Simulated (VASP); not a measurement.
Set up this calculation in VASP 6.6.1, as the native input.

```yaml
Task: relaxation of cell and atoms
Functional: PBEsol
Potentials_or_basis: VASP PAW PBE potentials, release 64 (Ga_d, P)
Cutoff: 600 eV
k_mesh: 8 × 8 × 8
Occupations: gaussian, width 0.03 eV
Spin: no spin polarisation
Further_INCAR_settings: ALGO = Normal; EDIFF = 1e-06; IBRION = 2; EDIFFG = -0.01; NSW = 90; ISIF = 3
```

The structure of GaP lies in POSCAR:

```
GaP
1.0
    0.0000000000      2.7252500000      2.7252500000
    2.7252500000      0.0000000000      2.7252500000
    2.7252500000      2.7252500000      0.0000000000
Ga P
1 1
Direct
    0.0000000000      0.0000000000      0.0000000000
    0.2500000000      0.2500000000      0.2500000000
```

These files were run (other wordings do the same):

INCAR

```
SYSTEM = GaP
PREC     = Accurate       ! precision mode
ENCUT    = 600            ! plane-wave cutoff, eV
EDIFF    = 1E-6           ! SCF threshold, eV
ISMEAR   = 0              ! smearing method
SIGMA    = 0.03           ! smearing width, eV
LREAL    = .False.        ! projectors in reciprocal space
LASPH    = .True.         ! aspherical terms in the spheres
NELM     = 80             ! most SCF steps
ALGO     = Normal         ! electronic algorithm
ISIF     = 3              ! what is computed and relaxed
LWAVE    = .False.        ! write WAVECAR
LCHARG   = .False.        ! write CHGCAR
GGA      = PS             ! functional
IBRION   = 2              ! ionic algorithm
NSW      = 90             ! ionic steps
EDIFFG   = -0.01          ! ionic threshold
KPAR     = 4
```

KPOINTS

```
Automatic mesh
0
Gamma
  8 8 8
  0 0 0
```

Potentials or basis: VASP PAW PBE potentials, release 64 (Ga_d, P).

The run is started by

```bash
$ cat potpaw_PBE.64/Ga_d/POTCAR potpaw_PBE.64/P/POTCAR > POTCAR
$ mpirun -np 4 vasp_std > vasp.out
```

Results of the run:

```json
{
  "Relaxed volume": "20.09 Å³/atom",
  "Relaxed cell": "a = 3.844 Å, b = 3.844 Å, c = 3.844 Å, α = 60.00°, β = 60.00°, γ = 60.00°",
  "Space group after relaxing (to 0.05 Å)": "F-43m (No. 216)",
  "Energy gained by relaxing": "0.3 meV/atom",
  "Ionic steps": "3",
  "Pressure after relaxing": "0.0 GPa",
  "Band gap on the k mesh": "1.50 eV, indirect (least direct gap 1.81 eV)"
}
```

Caveat: the PAW data sets were made with another functional, which shifts forces and pressure a little.

It took 24 s on 4 MPI ranks on Intel(R) Xeon(R) Platinum 8488C (Sapphire Rapids), with other jobs on the host, peak memory 0.18 GiB a rank.
